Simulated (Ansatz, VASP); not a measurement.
## Si: VASP beside Ansatz

```
Si
1.0
     3.89267    0.00000    0.00000
    -1.94634    3.37116    0.00000
     1.94634   -1.12372    3.14939
Si
2
Cartesian
  0.0000 0.0000 -0.0036
  3.8927 0.0000 2.3657
```

Alike in both runs: functional PBE; k mesh 9 × 9 × 9; occupations gaussian, width 0.02 eV; no spin polarisation.

Ansatz relaxed the structure, and its values are those at the end. VASP's run is a single point on that final structure, the one shown.

|  | VASP | Ansatz |
| --- | --- | --- |
| version | VASP 6.6.1 | Ansatz 0.2.0 |
| potentials or method | VASP PAW PBE potentials, release 64 (Si) | scalar-relativistic, plane waves, PAW |
| plane-wave cutoff (eV) | 520 | 420 |
| valence electrons in the cell | 8 | 8 |

```tsv
	VASP	Ansatz	Ansatz less VASP
gap on the k mesh at the Fermi level (eV)	0.59	0.58	-0.002
least direct gap on the mesh (eV)	2.47	2.46	-0.004
pressure (GPa)	-0.9	-0.9	+0.07
```

The functional is the same, so the differences come from potentials, cutoffs and numerics.

Caveats: an odd mesh through Γ misses points on the zone boundary, where band edges often lie. PBE gaps usually lie below the measured ones, often by a third to a half.
